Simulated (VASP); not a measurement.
InSb in VASP 6.6.1, single-point calculation

INCAR

```
GGA = PE
NELM = 51
ENCUT = 520
SIGMA = 0.02
LREAL = .FALSE.
NSW = 0
LCHARG = .FALSE.
IBRION = -1
LWAVE = .FALSE.
LASPH = .TRUE.
AMIX = 0.2
BMIX = 0.0001
ISMEAR = -1
NBANDS = 16
PREC = Accurate
ISIF = 2
EDIFF = 1E-7
```

KPOINTS

```
KPOINTS created by Atomic Simulation Environment
0
Gamma
6 6 6
0 0 0
```

POSCAR

```
In Sb
 1.0000000000000000
     0.0000000000000000    3.2795130174999998    3.4106935381999999
     3.2795130174999998    0.0000000000000000    3.4106935381999999
     3.2795130174999998    3.2795130174999998    0.0000000000000000
 In  Sb
   1   1
Cartesian
  0.0000000000000000  0.0000000000000000  0.0000000000000000
  1.6397565087499997  1.6397565087499997  1.7053467690999995
```

The recommended PBE PAW datasets give the neutral cell 18 valence electrons.

Command

```
mpirun -np 1 vasp_std
```

OSZICAR

```
N       E                     dE             d eps       ncg     rms          rms(c)
DAV:   1     0.115544281022E+03    0.11554E+03   -0.79583E+03   976   0.110E+03
DAV:   2     0.409557452289E+00   -0.11513E+03   -0.11108E+03  1096   0.281E+02
DAV:   3    -0.680120105799E+01   -0.72108E+01   -0.71917E+01  1208   0.722E+01
DAV:   4    -0.701529866405E+01   -0.21410E+00   -0.21405E+00  1272   0.146E+01
DAV:   5    -0.702544471133E+01   -0.10146E-01   -0.10146E-01  1408   0.251E+00    0.369E+00
DAV:   6    -0.695656953947E+01    0.68875E-01   -0.63293E-02  1432   0.340E+00    0.288E+00
DAV:   7    -0.692798142861E+01    0.28588E-01   -0.16494E-01  1360   0.492E+00    0.117E+00
DAV:   8    -0.692603351872E+01    0.19479E-02   -0.27727E-02  1304   0.189E+00    0.333E-01
DAV:   9    -0.692617815612E+01   -0.14464E-03   -0.12494E-03  1264   0.244E-01    0.266E-01
DAV:  10    -0.692625842808E+01   -0.80272E-04   -0.62199E-04  1288   0.380E-01    0.138E-01
DAV:  11    -0.692623288283E+01    0.25545E-04   -0.14759E-04  1456   0.131E-01    0.655E-02
DAV:  12    -0.692623877700E+01   -0.58942E-05   -0.21735E-05  1280   0.557E-02    0.182E-02
DAV:  13    -0.692624046115E+01   -0.16841E-05   -0.27688E-06  1280   0.169E-02    0.832E-03
DAV:  14    -0.692623979716E+01    0.66400E-06   -0.86524E-07  1216   0.541E-03    0.188E-03
DAV:  15    -0.692623976765E+01    0.29507E-07   -0.94600E-08  1056   0.189E-03
   1 F= -.69262398E+01 E0= -.69261113E+01  d E =-.256872E-03
```

Standard output (part)

```
POSCAR found type information on POSCAR InSb
 POSCAR found :  2 types and       2 ions
 LDA part: xc-table for (Slater+PW92), standard interpolation
 POSCAR, INCAR and KPOINTS ok, starting setup
 WAVECAR not read
 entering main loop
```

From OUTCAR

```
k-points           NKPTS =     30   k-points in BZ     NKDIM =     30   number of bands    NBANDS=     16

   NELECT =      18.0000    total number of electrons

   dimension x,y,z NGX =    36 NGY =   36 NGZ =   36
   dimension x,y,z NGXF=    72 NGYF=   72 NGZF=   72

  energy-cutoff  :      520.00
  volume of cell :       73.37
      direct lattice vectors                 reciprocal lattice vectors
     0.000000000  3.279513017  3.410693538    -0.152461660  0.152461660  0.146597750
     3.279513017  0.000000000  3.410693538     0.152461660 -0.152461660  0.146597750
     3.279513017  3.279513017  0.000000000     0.152461660  0.152461660 -0.146597750

 k-points in reciprocal lattice and weights: KPOINTS created by Atomic Simulation Env
   0.00000000  0.00000000  0.00000000       0.005
   0.16666667  0.00000000  0.00000000       0.037
   0.33333333  0.00000000  0.00000000       0.037
   0.50000000  0.00000000  0.00000000       0.019
   0.16666667  0.16666667  0.00000000       0.009
   0.33333333  0.16666667  0.00000000       0.037
   0.50000000  0.16666667  0.00000000       0.037
  -0.33333333  0.16666667  0.00000000       0.037
   ...

 E-fermi :   4.4057

 k-point     1 :       0.0000    0.0000    0.0000
  band No.  band energies     occupation
      1     -10.1324      2.00000
      2     -10.1239      2.00000
      3     -10.1239      2.00000
      4     -10.0652      2.00000
      5     -10.0583      2.00000
      6      -5.9147      2.00000
      7       3.7148      2.00000
      8       4.2127      1.99987
      9       4.4057      1.00007
     10       4.4057      1.00007
     11       7.2797      0.00000
     12       7.2797      0.00000
     13       7.3696      0.00000
     14      10.0010      0.00000
     15      12.1582      0.00000
     16      12.7163      0.00000

 k-point     2 :       0.1667    0.0000    0.0000
  band No.  band energies     occupation
      1     -10.1363      2.00000
      2     -10.1245      2.00000
      3     -10.1200      2.00000
      4     -10.0656      2.00000
      5     -10.0581      2.00000
      6      -5.6934      2.00000
      7       1.8647      2.00000
      8       3.9681      2.00000
      9       4.1296      2.00000
     10       5.1194      0.00000
     11       7.6722      0.00000
     12       7.7042      0.00000
     13       7.9782      0.00000
     14      11.0366      0.00000
     15      11.4636      0.00000
     16      11.7621      0.00000

 k-point     3 :       0.3333    0.0000    0.0000
  band No.  band energies     occupation
      1     -10.1523      2.00000
      2     -10.1182      2.00000
      3     -10.1131      2.00000
      4     -10.0656      2.00000
      5     -10.0567      2.00000
      6      -5.1298      2.00000
      7      -0.0616      2.00000
      8       3.5112      2.00000
      9       3.7267      2.00000
     10       4.8903      0.00000
     11       8.0632      0.00000
     12       8.1712      0.00000
     13       9.8830      0.00000
     14      11.0209      0.00000
     15      11.9644      0.00000
     16      12.0157      0.00000

 ...

  Total        0.0988483      0.0988483     -0.4018765      0.0000000      0.0000000      0.0000000
  in kB        2.1586804      2.1586804     -8.7763061      0.0000000      0.0000000      0.0000000
  external PRESSURE =      -1.4863151 kB  Pullay stress =       0.0000000 kB

 POSITION                                       TOTAL-FORCE (eV/Angst)
 -----------------------------------------------------------------------------------
      0.00000      0.00000      0.00000         0.000000      0.000000      0.000000
      1.63976      1.63976      1.70535        -0.000000     -0.000000     -0.000000
 -----------------------------------------------------------------------------------
    total drift:                               -0.000000     -0.000000      0.000000

  FREE ENERGIE OF THE ION-ELECTRON SYSTEM (eV)
  ---------------------------------------------------
  free  energy   TOTEN  =        -6.9262397676 eV

  energy  without entropy=       -6.9259828961  energy(sigma->0) =       -6.92611133
```

It converged. Results: gap between bands v and c on the k mesh 0.00 eV; least direct gap on the k mesh 0.00 eV; pressure -0.1 GPa. Band v is the last that the valence electrons fill when counted band by band, and c is the next.

For comparison, a separate PBE run of the intended cell, on usual settings and not on those above, gives a gap of 0.00 eV on its mesh and a pressure of -0.2 GPa.

The run above took about 30 s on one core of a shared host (Intel Xeon Platinum 8488C) and held 0.21 GiB at most.
